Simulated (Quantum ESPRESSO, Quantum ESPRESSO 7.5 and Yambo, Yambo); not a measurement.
**A GW chain in Yambo: ZrSe2 (1T monolayer)**

How does a plane-wave GW calculation on ZrSe2 (1T monolayer) run from the first input to the gap?

Method: PBE and many-body steps on it, plane waves, in Quantum ESPRESSO 7.5 and Yambo 5.3.0.

## 1. The starting structure

The cell holds 3 atoms: 1 Zr and 2 Se. Its edges and angles: a = 3.808 Å, b = 3.808 Å, c = 16.000 Å, α = 90.0°, β = 90.0°, γ = 120.0°. Vacuum lies along c.

The structure was relaxed with PBE. The runs that relaxed it are not among those shown.

## 2. Ground state

This step: Quantum ESPRESSO 7.5; DFT, PBE, plane waves, norm-conserving pseudopotentials.

The ground-state density comes first.

pw.in

```
&control
  calculation = 'scf'
  prefix = 'x'
  outdir = 'o'
  pseudo_dir = 'pseudo'
/
&system
  ibrav = 0
  nat = 3
  ntyp = 2
  ecutwfc = 104.0
  nbnd = 35
  force_symmorphic = .true.
/
&electrons
  conv_thr = 1e-10
  electron_maxstep = 80
  mixing_beta = 0.5
/
ATOMIC_SPECIES
  Zr 91.224 Zr.upf
  Se 78.971 Se.upf
CELL_PARAMETERS angstrom
  3.8082339048 -0.0000000002 0.0000000000
  -1.9041169522 3.2980273052 0.0000000000
  0.0000000000 0.0000000000 16.0000000000
ATOMIC_POSITIONS crystal
  Zr 0.0000000000 0.0000000000 0.5000000000
  Se 0.3333333333 0.6666666667 0.5985386119
  Se 0.6666666667 0.3333333333 0.4014613881
K_POINTS automatic
  9 9 1 0 0 0
```

Command:

```sh
> OMP_NUM_THREADS=1 mpirun -n 4 pw.x -nk 4 -in pw.in > pw.out
```

What it wrote:

```text
Program PWSCF v.7.5 starts

     This program is part of the open-source Quantum ESPRESSO suite
     for quantum simulation of materials; please cite
         "P. Giannozzi et al., J. Phys.:Condens. Matter 21 395502 (2009);
         "P. Giannozzi et al., J. Phys.:Condens. Matter 29 465901 (2017);
         "P. Giannozzi et al., J. Chem. Phys. 152 154105 (2020);
     in publications or presentations arising from this work. More details at
     Message from routine setup:
     using ibrav=0 with symmetry is DISCOURAGED, use correct ibrav instead

     G-vector sticks info

     bravais-lattice index     =            0
     lattice parameter (alat)  =       7.1965  a.u.
     unit-cell volume          =    1356.1085 (a.u.)^3
     number of atoms/cell      =            3
     number of atomic types    =            2
     number of electrons       =        60.00
     number of Kohn-Sham states=           35
     kinetic-energy cutoff     =     104.0000  Ry
     charge density cutoff     =     416.0000  Ry
     scf convergence threshold =      1.0E-10
     mixing beta               =       0.5000
     number of iterations used =            8  plain     mixing
     Exchange-correlation= PBE
                           (   1   4   3   4   0   0   0)

     celldm(1)=   7.196519  celldm(2)=   0.000000  celldm(3)=   0.000000
     celldm(4)=   0.000000  celldm(5)=   0.000000  celldm(6)=   0.000000

     crystal axes: (cart. coord. in units of alat)
               a(1) = (   1.000000  -0.000000   0.000000 )
               a(2) = (  -0.500000   0.866025   0.000000 )
               a(3) = (   0.000000   0.000000   4.201423 )

     reciprocal axes: (cart. coord. in units 2 pi/alat)
               b(1) = (  1.000000  0.577350 -0.000000 )
               b(2) = (  0.000000  1.154701 -0.000000 )
               b(3) = ( -0.000000 -0.000000  0.238015 )
     Pseudo is Norm-conserving + core correction, Zval = 12.0
     Generated using ONCVPSP code by D. R. Hamann
     Using radial grid of 1622 points,  6 beta functions with:
     Pseudo is Norm-conserving + core correction, Zval = 24.0
     Generated using ONCVPSP code by D. R. Hamann
     Using radial grid of 1214 points,  6 beta functions with:
     Zr               12.00    91.22400     Zr( 1.00)
     Se               24.00    78.97100     Se( 1.00)

     12 Sym. Ops., with inversion, found

   Cartesian axes

     site n.     atom                  positions (alat units)
         1        Zr     tau(   1) = (   0.0000000   0.0000000   2.1007113  )
         2        Se     tau(   2) = (  -0.0000000   0.5773503   2.5147137  )
         3        Se     tau(   3) = (   0.5000000   0.2886751   1.6867089  )

     number of k points=    12
                       cart. coord. in units 2pi/alat
        k(    1) = (   0.0000000   0.0000000   0.0000000), wk =   0.0246914
        k(    2) = (   0.0000000   0.1283001   0.0000000), wk =   0.1481481
        k(    3) = (   0.0000000   0.2566001   0.0000000), wk =   0.1481481
        k(    4) = (   0.0000000   0.3849002   0.0000000), wk =   0.1481481
        k(    5) = (   0.0000000   0.5132002   0.0000000), wk =   0.1481481
        k(    6) = (   0.1111111   0.1924501   0.0000000), wk =   0.1481481
        k(    7) = (   0.1111111   0.3207501   0.0000000), wk =   0.2962963
        k(    8) = (   0.1111111   0.4490502   0.0000000), wk =   0.2962963
        k(    9) = (   0.1111111   0.5773503   0.0000000), wk =   0.1481481
        k(   10) = (   0.2222222   0.3849002   0.0000000), wk =   0.1481481
        k(   11) = (   0.2222222   0.5132002   0.0000000), wk =   0.2962963
        k(   12) = (   0.3333333   0.5773503   0.0000000), wk =   0.0493827

     Dense  grid:   194387 G-vectors     FFT dimensions: (  48,  48, 200)

     Initial potential from superposition of free atoms

     starting charge      59.9975, renormalised to      60.0000
     Starting wfcs are   36 randomized atomic wfcs

     per-process dynamical memory:   153.4 Mb

     Self-consistent Calculation

     iteration #  1     ecut=   104.00 Ry     beta= 0.50

     Threshold (ethr) on eigenvalues was too large:
     Diagonalizing with lowered threshold

     total energy              =   -1454.55970561 Ry
     estimated scf accuracy    <       0.12968825 Ry

     iteration #  2     ecut=   104.00 Ry     beta= 0.50

     total energy              =   -1454.57228075 Ry
     estimated scf accuracy    <       0.06106461 Ry

     iteration #  3     ecut=   104.00 Ry     beta= 0.50

     total energy              =   -1454.58702413 Ry
     estimated scf accuracy    <       0.02722589 Ry

     iteration #  4     ecut=   104.00 Ry     beta= 0.50

     total energy              =   -1454.59048778 Ry
     estimated scf accuracy    <       0.00089247 Ry

     iteration #  5     ecut=   104.00 Ry     beta= 0.50

     total energy              =   -1454.59054078 Ry
     estimated scf accuracy    <       0.00008453 Ry

     iteration #  6     ecut=   104.00 Ry     beta= 0.50

     total energy              =   -1454.59056178 Ry
     estimated scf accuracy    <       0.00001421 Ry

     iteration #  7     ecut=   104.00 Ry     beta= 0.50

     total energy              =   -1454.59056362 Ry
     estimated scf accuracy    <       0.00000013 Ry

     iteration #  8     ecut=   104.00 Ry     beta= 0.50

     total energy              =   -1454.59056369 Ry
     estimated scf accuracy    <       0.00000003 Ry

     iteration #  9     ecut=   104.00 Ry     beta= 0.50

     total energy              =   -1454.59056369 Ry
     estimated scf accuracy    <          5.1E-09 Ry

     iteration # 10     ecut=   104.00 Ry     beta= 0.50

     total energy              =   -1454.59056369 Ry
     estimated scf accuracy    <          9.3E-10 Ry

     iteration # 11     ecut=   104.00 Ry     beta= 0.50

     End of self-consistent calculation

          k = 0.0000 0.0000 0.0000 ( 24297 PWs)   bands (ev):

  -206.9615-206.9615-146.4447-146.4447-146.4447-146.4447-146.4402-146.4402
   -49.3026 -46.6269 -46.6269 -46.6267 -46.6267 -46.6192 -46.6192 -46.6189
   -46.6189 -46.6155 -46.6154 -27.3338 -27.2308 -27.2308 -12.7085 -11.8333
    -3.8018  -2.3170  -2.3170  -0.9055   0.1713   0.1713   1.3003   1.3003
     1.9068   4.6715   4.6715

          k = 0.0000 0.1283 0.0000 ( 24323 PWs)   bands (ev):

  -206.9615-206.9615-146.4447-146.4447-146.4447-146.4447-146.4402-146.4402
   -49.3015 -46.6269 -46.6267 -46.6266 -46.6266 -46.6192 -46.6192 -46.6189
   -46.6189 -46.6155 -46.6154 -27.3290 -27.2513 -27.2352 -12.6045 -11.8302
    -3.6536  -2.6216  -2.2593  -0.7186  -0.6302  -0.2147   1.3625   1.7259
     2.1662   4.0334   4.5876

          k = 0.0000 0.2566 0.0000 ( 24320 PWs)   bands (ev):

  -206.9615-206.9615-146.4447-146.4447-146.4447-146.4447-146.4402-146.4402
   -49.2988 -46.6268 -46.6267 -46.6265 -46.6260 -46.6192 -46.6191 -46.6189
   -46.6188 -46.6154 -46.6153 -27.3176 -27.3019 -27.2463 -12.3324 -11.8179
    -3.3142  -3.0012  -2.1550  -2.0235  -0.6935  -0.5076   1.1327   2.2821
     2.5681   3.7553   4.5437

          k = 0.0000 0.3849 0.0000 ( 24272 PWs)   bands (ev):

     [... further k-points ...]

     highest occupied, lowest unoccupied level (ev):     0.1713    0.7221

!    total energy              =   -1454.59056369 Ry
     estimated scf accuracy    <          3.8E-11 Ry

     The total energy is the sum of the following terms:
     one-electron contribution =   -3615.52263765 Ry
     hartree contribution      =    1741.87245158 Ry
     xc contribution           =    -135.38878054 Ry
     ewald contribution        =     554.44840292 Ry

     convergence has been achieved in  11 iterations

     XML data file, charge density, pseudopotentials, collected wavefunctions

=------------------------------------------------------------------------------=
   JOB DONE.
=------------------------------------------------------------------------------=
```

Wall time 53 s (4 MPI ranks of Arm Neoverse V1, shared host); peak memory 0.98 GiB; 3.5 min of CPU time.

Numbers from this step:

- total energy: -19790.7128 eV
- gap: 0.5508 eV
- k of the valence top: 0, 0, 0
- k of the conduction bottom: 0, 0.4444, 0
- least direct gap: 1.129 eV

The gap is indirect, with the least direct gap 0.58 eV higher.

## 3. Bands along the symmetry lines

Levels along a band path, at the cheap level, show where the edges lie and whether the meshes to come will hold them.

pw.in

```
&control
  calculation = 'bands'
  prefix = 'x'
  outdir = 'o'
  pseudo_dir = 'pseudo'
/
&system
  ibrav = 0
  nat = 3
  ntyp = 2
  ecutwfc = 104.0
  nbnd = 36
  force_symmorphic = .true.
/
&electrons
  conv_thr = 1e-9
  electron_maxstep = 80
  diago_full_acc = .true.
  diago_thr_init = 5e-6
/
ATOMIC_SPECIES
  Zr 91.224 Zr.upf
  Se 78.971 Se.upf
CELL_PARAMETERS angstrom
  3.8082339048 -0.0000000002 0.0000000000
  -1.9041169522 3.2980273052 0.0000000000
  0.0000000000 0.0000000000 16.0000000000
ATOMIC_POSITIONS crystal
  Zr 0.0000000000 0.0000000000 0.5000000000
  Se 0.3333333333 0.6666666667 0.5985386119
  Se 0.6666666667 0.3333333333 0.4014613881
K_POINTS crystal
  25
  0.00000000 0.00000000 0.00000000 1
  0.06250000 0.00000000 0.00000000 1
  0.12500000 0.00000000 0.00000000 1
  0.18750000 0.00000000 0.00000000 1
  0.25000000 0.00000000 0.00000000 1
  0.31250000 0.00000000 0.00000000 1
  0.37500000 0.00000000 0.00000000 1
  0.43750000 0.00000000 0.00000000 1
  0.50000000 0.00000000 0.00000000 1
  0.47916667 0.04166667 0.00000000 1
  0.45833333 0.08333333 0.00000000 1
  0.43750000 0.12500000 0.00000000 1
  0.41666666 0.16666666 0.00000000 1
  0.39583333 0.20833333 0.00000000 1
  0.37500000 0.25000000 0.00000000 1
  0.35416666 0.29166666 0.00000000 1
  0.33333333 0.33333333 0.00000000 1
  0.29166666 0.29166666 0.00000000 1
  0.25000000 0.25000000 0.00000000 1
  0.20833333 0.20833333 0.00000000 1
  0.16666666 0.16666666 0.00000000 1
  0.12500000 0.12500000 0.00000000 1
  0.08333333 0.08333333 0.00000000 1
  0.04166667 0.04166667 0.00000000 1
  0.00000000 0.00000000 0.00000000 1
```

What it wrote:

```text
[banner, memory and clock lines left out]
Program PWSCF v.7.5 starts

     Atomic positions and unit cell read from directory:
     o/x.save/

     Message from routine setup:
     using ibrav=0 with symmetry is DISCOURAGED, use correct ibrav instead

     G-vector sticks info

     bravais-lattice index     =            0
     lattice parameter (alat)  =       7.1965  a.u.
     unit-cell volume          =    1356.1085 (a.u.)^3
     number of atoms/cell      =            3
     number of atomic types    =            2
     number of electrons       =        60.00
     number of Kohn-Sham states=           36
     kinetic-energy cutoff     =     104.0000  Ry
     charge density cutoff     =     416.0000  Ry
     Exchange-correlation= PBE
                           (   1   4   3   4   0   0   0)

     celldm(1)=   7.196519  celldm(2)=   0.000000  celldm(3)=   0.000000
     celldm(4)=   0.000000  celldm(5)=   0.000000  celldm(6)=   0.000000

     crystal axes: (cart. coord. in units of alat)
               a(1) = (   1.000000  -0.000000   0.000000 )
               a(2) = (  -0.500000   0.866025   0.000000 )
               a(3) = (   0.000000   0.000000   4.201423 )

     reciprocal axes: (cart. coord. in units 2 pi/alat)
               b(1) = (  1.000000  0.577350 -0.000000 )
               b(2) = (  0.000000  1.154701 -0.000000 )
               b(3) = ( -0.000000 -0.000000  0.238015 )
     Pseudo is Norm-conserving + core correction, Zval = 12.0
     Generated using ONCVPSP code by D. R. Hamann
     Using radial grid of 1622 points,  6 beta functions with:
     Pseudo is Norm-conserving + core correction, Zval = 24.0
     Generated using ONCVPSP code by D. R. Hamann
     Using radial grid of 1214 points,  6 beta functions with:
     Zr               12.00    91.22400     Zr( 1.00)
     Se               24.00    78.97100     Se( 1.00)

     12 Sym. Ops., with inversion, found

   Cartesian axes

     site n.     atom                  positions (alat units)
         1        Zr     tau(   1) = (   0.0000000   0.0000000   2.1007113  )
         2        Se     tau(   2) = (  -0.0000000   0.5773503   2.5147137  )
         3        Se     tau(   3) = (   0.5000000   0.2886751   1.6867089  )

     number of k points=    25
                       cart. coord. in units 2pi/alat
        k(    1) = (   0.0000000   0.0000000   0.0000000), wk =   0.0800000
        k(    2) = (   0.0625000   0.0360844   0.0000000), wk =   0.0800000
        k(    3) = (   0.1250000   0.0721688   0.0000000), wk =   0.0800000
[...]
[... 13 further rows ...]
        k(   24) = (   0.0416667   0.0721688   0.0000000), wk =   0.0800000
        k(   25) = (   0.0000000   0.0000000   0.0000000), wk =   0.0800000

     Dense  grid:   194387 G-vectors     FFT dimensions: (  48,  48, 200)

     The potential is recalculated from file :
     o/x.save/charge-density

     Starting wfcs are   36 randomized atomic wfcs

     Band Structure Calculation

     End of band structure calculation

          k = 0.0000 0.0000 0.0000 ( 24297 PWs)   bands (ev):

  -206.9615-206.9615-146.4448-146.4448-146.4448-146.4448-146.4402-146.4402
   -49.3027 -46.6269 -46.6269 -46.6267 -46.6267 -46.6192 -46.6192 -46.6189
   -46.6189 -46.6155 -46.6154 -27.3339 -27.2309 -27.2309 -12.7085 -11.8333
    -3.8019  -2.3171  -2.3171  -0.9055   0.1713   0.1713   1.3002   1.3003
     1.9068   4.5064   4.6715   4.6715

          k = 0.0625 0.0361 0.0000 ( 24307 PWs)   bands (ev):

  -206.9615-206.9615-146.4448-146.4448-146.4448-146.4448-146.4402-146.4402
[...]
1.9981   4.3687   4.6342   4.6394

          k = 0.1250 0.0722 0.0000 ( 24316 PWs)   bands (ev):

  -206.9615-206.9615-146.4448-146.4448-146.4448-146.4448-146.4402-146.4402
[...]
2.2193   3.9513   4.5730   4.9319

[...]
k = 0.0417 0.0722 0.0000 ( 24317 PWs)   bands (ev):

  -206.9615-206.9615-146.4448-146.4448-146.4448-146.4448-146.4402-146.4402
[...]
2.0299   4.3121   4.5846   4.7026

          k = 0.0000 0.0000 0.0000 ( 24297 PWs)   bands (ev):

  -206.9615-206.9615-146.4448-146.4448-146.4448-146.4448-146.4402-146.4402
[...]
-46.6189 -46.6155 -46.6154 -27.3339 -27.2309 -27.2309 -12.7085 -11.8333
    -3.8019  -2.3171  -2.3171  -0.9055   0.1713   0.1713   1.3002   1.3003
     1.9068   4.5064   4.6715   4.6715

     XML data file, pseudopotentials, collected wavefunctions
```

Elapsed: 25 s, on 4 MPI ranks; peak memory 0.74 GiB; 1.7 min of CPU time.

Numbers from this step:

```
gap                        : 0.5296 eV
k of the valence top       : 0, 0, 0
k of the conduction bottom : 0.5, 0, 0
least direct gap           : 1.129 eV
```

The gap is 0.530 eV, −0.021 eV from the run before at this level.

Electronic bands along the path, in eV, zero at the top of the highest filled band:

| point | band 27 | band 28 | band 29 | band 30 | band 31 | band 32 | band 33 | band 34 |
| --- | --- | --- | --- | --- | --- | --- | --- | --- |
| Γ | -2.49 | -1.08 | 0.00 | 0.00 | 1.13 | 1.13 | 1.74 | 4.34 |
| halfway | -2.45 | -2.31 | -0.94 | -0.74 | 0.89 | 2.21 | 2.48 | 3.67 |
| M | -2.47 | -2.41 | -1.45 | -1.05 | 0.53 | 2.57 | 2.91 | 4.75 |
| halfway | -2.42 | -2.32 | -2.02 | -1.53 | 1.27 | 2.56 | 2.66 | 4.16 |
| K | -3.37 | -2.06 | -2.06 | -1.92 | 1.84 | 2.44 | 2.44 | 4.39 |
| halfway | -2.75 | -2.07 | -1.68 | -0.77 | 1.43 | 1.82 | 2.75 | 3.75 |
| Γ | -2.49 | -1.08 | 0.00 | 0.00 | 1.13 | 1.13 | 1.74 | 4.34 |

(Continued in part 2 of 3.)

[Paths, hosts, dates, memory and timing lines, banners, echoed tables and standing remarks are left out of the program output.]

[Logs are printed without paths, hosts, clocks, repeated set-up lines and the standing remarks that a program may print on its own settings, such as how far it seeks lower states.]

[Runs of the session that timed out or met a known fault of the program may be left out.]

[Hosts, paths, dates, database ids (printed as entryN), source tags and the programs' standing remarks are cut or masked in the printed files.]
